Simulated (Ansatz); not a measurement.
## NaI: moving I off its site

NaI, Fm-3m, a = 6.473 Å (as given, not relaxed at this level: 0.4 GPa). Ansatz: PBE, PAW, 420 eV, Γ-centred 6×6×6 mesh on 2 atoms, Gaussian smearing 0.05 eV; no spin polarisation.

```
Na I
1.0
     0.00000    3.23640    3.23640
     3.23640    0.00000    3.23640
     3.23640    3.23640    0.00000
Na I
1 1
Direct
  0.00000 0.00000 0.00000
  0.50000 0.50000 0.50000
```

Atom 2 (I) moves by x along the unit vector (0.000, 1.000, 0.000), with its periodic images; all else is held. y is the free energy of the cell over the start, F the force along the path summed over the moved atoms. Symmetry makes y even in x.

```tsv
x (Å)	y (meV)	F (eV/Å)
-0.5000	?	?
-0.2500	31.2	0.28
0.0000	0.0	0.00
0.0625	1.7	-0.06
0.1250	7.1	-0.12
0.1875	16.7	-0.19
0.3125	51.8	-0.39
0.3750	80.2	-0.53
0.4375	118.4	-0.70
```

Fit y = c2 x² + c4 x⁴ to the energies of the other rows, give the force constant, and predict energy and force of the missing row.

Least squares on the rows shown. y = 439.76 x² + 932.91 x⁴. The force constant is 2 c2 = 0.880 eV/Å² (for all images moving together, not for a lone atom). With two atoms in a cubic cell this is the optical mode at Γ without the LO field: ω = 521.5 √(2 c2/μ) = 111 cm⁻¹ for μ = 19.46 u. The force −dy/dx at the missing row is 0.91 eV/Å (computed 0.92). At x = -0.5000 the fit asked for gives 168.2 meV. The run gave 168.8 meV, so the fit is 0.6 meV too low, a small miss on the scale of the series.